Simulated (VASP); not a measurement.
These are PBEsol GGA, VASP's PBE PAW potentials (set 64) (plane waves; VASP) values and carry that method's errors.

VASP ran on this input.

File POSCAR:
```
CoPt
1.0
  2.6587754107   0.0000000000   0.0000000000
  0.0000000000   2.6587754107   0.0000000000
  0.0000000000   0.0000000000   3.6549114332
Co Pt
1 1
direct
  0.0000000000   0.0000000000   0.0000000000
  0.5000000000   0.5000000000   0.5000000000
```

**KPOINTS**
```
Automatic
0
G
 12 12 9
0 0 0
```

**INCAR**
```
# general
SYSTEM =CoPt
PREC   =Accurate
ENCUT  =520
LREAL  =.False.   # projection in real space or not
LASPH  =.True.   # aspherical one-centre terms

# electronic loop
EDIFF  =1E-6
NELM   =100
ALGO   =Normal   # blocked Davidson
LMAXMIX=6   # l cut-off of mixed one-centre charges

# smearing
ISMEAR =1
SIGMA  =0.1

# functional
GGA    =PS   # PBEsol

# spin
ISPIN  =2   # spin-polarised
MAGMOM =1.8 0.4

# ions
IBRION =2   # conjugate gradients
NSW    =60   # most ionic steps
ISIF   =3   # ions, shape and volume
EDIFFG =-0.01   # ionic stop

# output
LWAVE  =.False.
LCHARG =.False.
LORBIT =10
```

POTCAR, in this order: Co Pt (PBE.64 set). Program: vasp_std.

Output

**OSZICAR**
```
       N       E                     dE             d eps       ncg     rms          rms(c)
DAV:   1     0.100734734723E+03    0.10073E+03   -0.88576E+03  7952   0.150E+03
DAV:   2    -0.124522933312E+02   -0.11319E+03   -0.10506E+03  8170   0.287E+02
DAV:   3    -0.164573554989E+02   -0.40051E+01   -0.38696E+01  9238   0.658E+01
DAV:   4    -0.165086009356E+02   -0.51245E-01   -0.51194E-01  9316   0.639E+00
DAV:   5    -0.165100711138E+02   -0.14702E-02   -0.14701E-02  9756   0.116E+00    0.184E+01
DAV:   6    -0.180752781065E+02   -0.15652E+01   -0.16908E+01  8114   0.985E+01    0.228E+01
DAV:   7    -0.150189720122E+02    0.30563E+01   -0.11066E+01  9898   0.964E+01    0.908E+00
DAV:   8    -0.149335614925E+02    0.85411E-01   -0.53097E-01  9264   0.115E+01    0.419E+00
DAV:   9    -0.148462011342E+02    0.87360E-01   -0.16512E-01 10748   0.979E+00    0.965E-01
DAV:  10    -0.148455136156E+02    0.68752E-03   -0.16040E-02 10482   0.162E+00    0.482E-01
DAV:  11    -0.148449264828E+02    0.58713E-03   -0.18719E-03 10968   0.107E+00    0.224E-01
DAV:  12    -0.148446774317E+02    0.24905E-03   -0.24027E-04 11474   0.320E-01    0.785E-02
DAV:  13    -0.148446625969E+02    0.14835E-04   -0.31071E-05 11098   0.101E-01    0.326E-02
DAV:  14    -0.148446618165E+02    0.78041E-06   -0.19245E-05  9552   0.512E-02    0.137E-02
DAV:  15    -0.148446623759E+02   -0.55944E-06   -0.12034E-06  4794   0.223E-02
   1 F= -.14844662E+02 E0= -.14844622E+02  d E =-.148447E+02  mag=     2.2223
       N       E                     dE             d eps       ncg     rms          rms(c)
DAV:   1    -0.148447594459E+02   -0.97629E-04   -0.22939E-03  8308   0.603E-01    0.732E-02
DAV:   2    -0.148446604199E+02    0.99026E-04   -0.29734E-04  9204   0.273E-01    0.345E-02
DAV:   3    -0.148446824115E+02   -0.21992E-04   -0.10841E-04  9622   0.306E-01    0.756E-02
DAV:   4    -0.148446530945E+02    0.29317E-04   -0.46227E-05  9486   0.207E-01    0.177E-02
DAV:   5    -0.148446524717E+02    0.62280E-06   -0.17601E-06  6074   0.138E-02
   2 F= -.14844652E+02 E0= -.14844616E+02  d E =0.990421E-05  mag=     2.2221
       N       E                     dE             d eps       ncg     rms          rms(c)
DAV:   1    -0.148446829243E+02   -0.29830E-04   -0.49383E-04  8260   0.288E-01    0.334E-02
DAV:   2    -0.148446613929E+02    0.21531E-04   -0.62118E-05  9190   0.119E-01    0.150E-02
DAV:   3    -0.148446647034E+02   -0.33105E-05   -0.16099E-05  9684   0.117E-01    0.300E-02
DAV:   4    -0.148446600251E+02    0.46783E-05   -0.73793E-06  8878   0.829E-02    0.757E-03
DAV:   5    -0.148446598037E+02    0.22139E-06   -0.29369E-07  4040   0.612E-03
   3 F= -.14844660E+02 E0= -.14844621E+02  d E =0.257224E-05  mag=     2.2222
       N       E                     dE             d eps       ncg     rms          rms(c)
DAV:   1    -0.148446727930E+02   -0.12768E-04   -0.22024E-04  8296   0.185E-01    0.231E-02
DAV:   2    -0.148446628963E+02    0.98967E-05   -0.28105E-05  9220   0.824E-02    0.108E-02
DAV:   3    -0.148446647592E+02   -0.18629E-05   -0.93481E-06  9390   0.898E-02    0.226E-02
DAV:   4    -0.148446621267E+02    0.26325E-05   -0.40084E-06  7450   0.614E-02    0.575E-03
DAV:   5    -0.148446619999E+02    0.12681E-06   -0.20956E-07  3998   0.477E-03
   4 F= -.14844662E+02 E0= -.14844622E+02  d E =0.376047E-06  mag=     2.2223
       N       E                     dE             d eps       ncg     rms          rms(c)
DAV:   1    -0.148446632084E+02   -0.10817E-05   -0.19542E-05  8470   0.538E-02    0.703E-03
DAV:   2    -0.148446622869E+02    0.92147E-06   -0.24418E-06  5736   0.254E-02
   5 F= -.14844662E+02 E0= -.14844622E+02  d E =0.890357E-07  mag=     2.2225
```

**OUTCAR**
```
------------------------ aborting loop because EDIFF is reached ----------------------------------------
  FORCE on cell =-STRESS in cart. coord.  units (eV):
  Direction    XX          YY          ZZ          XY          YZ          ZX
  --------------------------------------------------------------------------------------
  Total        0.0057790      0.0057790     -0.0091350      0.0000000      0.0000000      0.0000000
  in kB        0.3583967      0.3583967     -0.5665259      0.0000000      0.0000000      0.0000000
  external PRESSURE =       0.0500892 kB  Pullay stress =       0.0000000 kB
  volume of cell :       25.83
      direct lattice vectors                 reciprocal lattice vectors
     2.658747936  0.000000000  0.000000000     0.376116888  0.000000000 -0.000000000
     0.000000000  2.658747936  0.000000000     0.000000000  0.376116888  0.000000000
     0.000000000  0.000000000  3.654651578    -0.000000000  0.000000000  0.273623895
 POSITION                                       TOTAL-FORCE (eV/Angst)
 -----------------------------------------------------------------------------------
      0.00000      0.00000      0.00000        -0.000000      0.000000      0.000000
      1.32937      1.32937      1.82733         0.000000      0.000000      0.000000
 -----------------------------------------------------------------------------------
    total drift:                               -0.000000      0.000000      0.000000
  FREE ENERGIE OF THE ION-ELECTRON SYSTEM (eV)
  ---------------------------------------------------
  free  energy   TOTEN  =       -14.8446622869 eV

  energy  without entropy=      -14.8445416131  energy(sigma->0) =      -14.84462206

 total charge

# of ion       s       p       d       tot
------------------------------------------
    1        0.426   0.474   7.231   8.131
    2        0.725   0.712   8.055   9.492
--------------------------------------------------
tot          1.151   1.186  15.286  17.623

 magnetization (x)

# of ion       s       p       d       tot
------------------------------------------
    1       -0.001  -0.011   1.852   1.840
    2       -0.013  -0.048   0.446   0.385
--------------------------------------------------
tot         -0.014  -0.059   2.298   2.226

 reached required accuracy - stopping structural energy minimisation
```
(Selected blocks of OUTCAR.)

**CONTCAR**
```
CoPt
   1.00000000000000
     2.6587479358270993    0.0000000000000000    0.0000000000000000
     0.0000000000000000    2.6587479358270993    0.0000000000000000
     0.0000000000000000    0.0000000000000000    3.6546515781832221
  Co              Pt
     1     1
Direct
     0.0000000000000000    0.0000000000000000    0.0000000000000000
     0.5000000000000000    0.5000000000000000    0.5000000000000000
```

### OUTCAR
```
 val. band max:       10.9483390193   @ k =   0.2500   0.0000   0.0000

 cond. band min:      10.9500288587   @ k =   0.2500   0.0000   0.0000


 Fermi energy:        10.9498902127

 spin component 1

 k-point     1 :       0.0000    0.0000    0.0000
  band No.  band energies     occupation
      1       0.8619      1.00000
      2       4.3239      1.00000
      3       4.3375      1.00000
      4       7.4857      1.00000
      5       7.4857      1.00000
      6       7.9876      1.00000
      7       8.9929      1.00000
      8       9.3185      1.00000
      9      10.5460      1.00000
     10      10.6408      1.00006
     11      10.6408      1.00006
     12      13.1971      0.00000
     13      21.2031      0.00000
     14      23.1096      0.00000

 k-point     2 :       0.0833    0.0000    0.0000
  band No.  band energies     occupation
      1       1.0544      1.00000
      2       4.4018      1.00000
      3       4.5012      1.00000
      4       7.3934      1.00000
      5       7.5402      1.00000
      6       8.0356      1.00000
      7       8.9454      1.00000
      8       9.3158      1.00000
      9      10.0424      1.00000
     10      10.3667      1.00000
     11      10.5920      1.00000
     12      13.9835      0.00000
     13      20.9870      0.00000
     14      22.2482      0.00000

 k-point     3 :       0.1667    0.0000    0.0000
  band No.  band energies     occupation
      1       1.5998      1.00000
      2       4.6094      1.00000
      3       4.9841      1.00000
      4       7.1206      1.00000
      5       7.7000      1.00000
      6       8.1434      1.00000
      7       8.8144      1.00000
      8       9.1046      1.00000
      9       9.3427      1.00000
     10       9.9161      1.00000
     11      10.4480      1.00000
     12      15.5035      0.00000
     13      19.5457      0.00000
     14      21.5078      0.00000

...
```

Unless said otherwise, spin-orbit coupling is left out, though it shifts the bands of the heavy elements here.

The compound is CoPt in the L1_0 structure. This run relaxes it. Symmetry was kept, so distortions that lower it aren't found. The start is the result of an earlier pass.
